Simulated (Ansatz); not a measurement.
The system is SnSe2.

```
Sn Se
1.0
     3.81100    0.00000    0.00000
    -1.90550    3.30042    0.00000
     0.00000    0.00000    6.13600
Sn Se
1 2
Direct
  0.00000 0.00000 0.00000
  0.66667 0.33333 0.75100
  0.33333 0.66667 0.24900
```

- Program: Ansatz 0.2.0
- Task: relaxation of cell and atoms
- Functional: HISS
- Potentials or basis: Ansatz PAW
- Cutoff: 420 eV (not typed: the program's choice for these potentials)
- k mesh: 4 × 4 × 3
- Occupations: fermi-dirac, width 0.05 eV
- Spin: no spin polarisation

At the start: volume 25.73 Å³/atom.

Task: Where does the relaxation end?

Result: It ends after 8 steps and the volume is 28.03 Å³/atom (+9.0 %); space group P-3m1 (No. 164, to 0.05 Å).

Step by step:
| step | energy change (eV) | largest force (eV/Å) | volume (Å³) |
| --- | --- | --- | --- |
| 1 | 0.0000 | 0.0220 | 77.18 |
| 2 | -0.0092 | 0.1771 | 79.72 |
| 3 | -0.0168 | 0.0245 | 81.26 |
| 4 | -0.0190 | 0.0396 | 82.26 |
| 5 | -0.0199 | 0.0022 | 83.28 |
| 6 | -0.0200 | 0.0008 | 83.86 |
| 7 | -0.0199 | 0.0005 | 84.09 |
| 8 | -0.0220 | 0.0006 | 84.09 |

Final structure:
```
Sn Se
1.0
     3.82951    0.00000    0.00000
    -1.91475    3.31645    0.00000
     0.00000    0.00000    6.62146
Sn Se
1 2
Direct
  0.00000 0.00000 0.00000
  0.66667 0.33333 0.76887
  0.33333 0.66667 0.23113
```

Caveat: the k mesh is coarse (spacing up to 0.48 Å⁻¹), so the values aren't converged, least of all with exact exchange; the plane-wave basis is chosen anew once the cell has moved, so the energies of steps on either side of that aren't comparable; the PAW data sets come from PBE, with cores solved anew for the run's functional, which leaves a small shift of forces and pressure.
